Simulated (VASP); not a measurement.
Set up this calculation in VASP 6.6.1, as the native input.

```yaml
Task: single point
Functional: PBE
Potentials_or_basis: VASP PAW PBE potentials, release 64 (Sb, Mn_pv)
Cutoff: 520 eV
k_mesh: 8 × 8 × 8
Occupations: fermi-dirac, width 0.05 eV
Spin: collinear spin, ferromagnetic start
Starting_moments: "[0.0, 4.0] μB"
Further_INCAR_settings: ALGO = Normal; EDIFF = 1e-07; NBANDS = 20
```

The structure of MnSb lies in POSCAR:

```
MnSb
1.0
    0.0000000000      2.7950160000      2.7950160000
    2.7950160000      0.0000000000      2.7950160000
    2.7950160000      2.7950160000      0.0000000000
Sb Mn
1 1
Direct
    0.5167160000      0.4918740000      0.4948440000
   -0.0101640000      0.0144330000     -0.0025580000
```

The cell comes from a database or a generator and needn't be the stable form of this composition.

The cell isn't the ideal one: atoms moved at random, drawn with an rms of 0.05 Å.

One way to write it, as run:

INCAR

```
SYSTEM = MnSb
  PREC = Accurate
  ENCUT = 520
  EDIFF = 1E-7
  ISMEAR = -1
  SIGMA = 0.05
  LREAL = .FALSE.
  LASPH = .TRUE.
  NELM = 120
  ALGO = Normal
  ISIF = 2
  LWAVE = .FALSE.
  LCHARG = .FALSE.
  ISPIN = 2
  MAGMOM = 0 4
  LORBIT = 11
  LMAXMIX = 4
  GGA = PE
  NBANDS = 20
```

KPOINTS

```
Automatic mesh
0
G
  8 8 8
  0 0 0
```

Potentials or basis: VASP PAW PBE potentials, release 64 (Sb, Mn_pv).

Launch:

```sh
$ cat potpaw_PBE.64/Sb/POTCAR potpaw_PBE.64/Mn_pv/POTCAR > POTCAR
$ mpirun -np 1 vasp_std > vasp.out
```

It gave:

```yaml
Pressure: -0.1 GPa
Largest_force: 0.418 eV/Å
Band_gap_on_the_k_mesh: none (metal or under the smearing width)
Net_moment: 3.84 μB per cell
Site_moments: Sb -0.10; Mn +3.76 μB
Valence_electrons_inside_the_program's_atomic_spheres: Sb 2.48; Mn 11.46
```

Caveat: a cell with one magnetic atom can't hold antiferromagnetic order, which such compounds often take.

Run time: 4.5 min on 1 thread of AMD EPYC 9R45 96-Core Processor (Zen 5), with other jobs on the host, peak memory 0.43 GiB.
